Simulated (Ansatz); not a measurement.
Before relaxation, upper atoms moved at random (sigma 0.25 A) (Al, Fm-3m (No. 225), (1 1 1) face):

```yaml
crystal:
  lattice:
    - [5.67885, 0.00000, 0.00000]
    - [-2.83943, 4.91803, 0.00000]
    - [0.00000, 0.00000, 21.95515]
  atoms:
    - { symbol: Al, position: [0.33333, 0.16667, 0.34161] }
    - { symbol: Al, position: [0.33333, 0.66667, 0.34161] }
    - { symbol: Al, position: [0.83333, 0.16667, 0.34161] }
    - { symbol: Al, position: [0.83333, 0.66667, 0.34161] }
    - { symbol: Al, position: [0.66667, 0.33333, 0.44720] }
    - { symbol: Al, position: [0.66667, 0.83333, 0.44720] }
    - { symbol: Al, position: [0.16667, 0.33333, 0.44720] }
    - { symbol: Al, position: [0.16667, 0.83333, 0.44720] }
    - { symbol: Al, position: [0.00650, 0.49932, 0.55269] }
    - { symbol: Al, position: [0.98805, 0.99540, 0.55323] }
    - { symbol: Al, position: [0.50554, 0.49600, 0.55153] }
    - { symbol: Al, position: [0.50053, 0.00934, 0.54923] }
    - { symbol: Al, position: [0.41154, 0.65920, 0.65519] }
    - { symbol: Al, position: [0.30955, 0.10661, 0.67133] }
    - { symbol: Al, position: [0.85452, 0.63455, 0.65318] }
    - { symbol: Al, position: [0.87515, 0.21655, 0.67032] }
```

All numbers below come from DFT PBEsol, scalar-relativistic, plane waves, PAW (Ansatz). Cutoff 420 eV; k points 6×6×1 on the computed 16-atom cell (Γ-centred); Gaussian smearing, width 0.10 eV; no spin polarisation. The cell repeats along c with a dipole correction in the vacuum.

Atoms 1, 2, 3, 4, 5, 6, 7, 8 (counted from 1) are held. The cell is fixed. Force threshold 0.02 eV/Å.

Task: Where does it end?

Result: The energy falls by 0.681 eV in 6 steps, to:

```
CELL_PARAMETERS angstrom
5.67885 0.00000 0.00000
-2.83943 4.91803 0.00000
0.00000 0.00000 21.95515
ATOMIC_POSITIONS crystal
Al 0.33333 0.16667 0.34161
Al 0.33333 0.66667 0.34161
Al 0.83333 0.16667 0.34161
Al 0.83333 0.66667 0.34161
Al 0.66667 0.33333 0.44720
Al 0.66667 0.83333 0.44720
Al 0.16667 0.33333 0.44720
Al 0.16667 0.83333 0.44720
Al 0.00001 0.49984 0.55157
Al 0.00019 0.99996 0.55156
Al 0.50016 0.49998 0.55157
Al 0.50013 0.99990 0.55156
Al 0.33326 0.66643 0.65748
Al 0.33349 0.16659 0.65746
Al 0.83341 0.66660 0.65747
Al 0.83341 0.16651 0.65745
```

Cost: 1 run of about 2.4 core-minutes, on Intel Xeon 6975P-C (Granite Rapids) (shared hosts).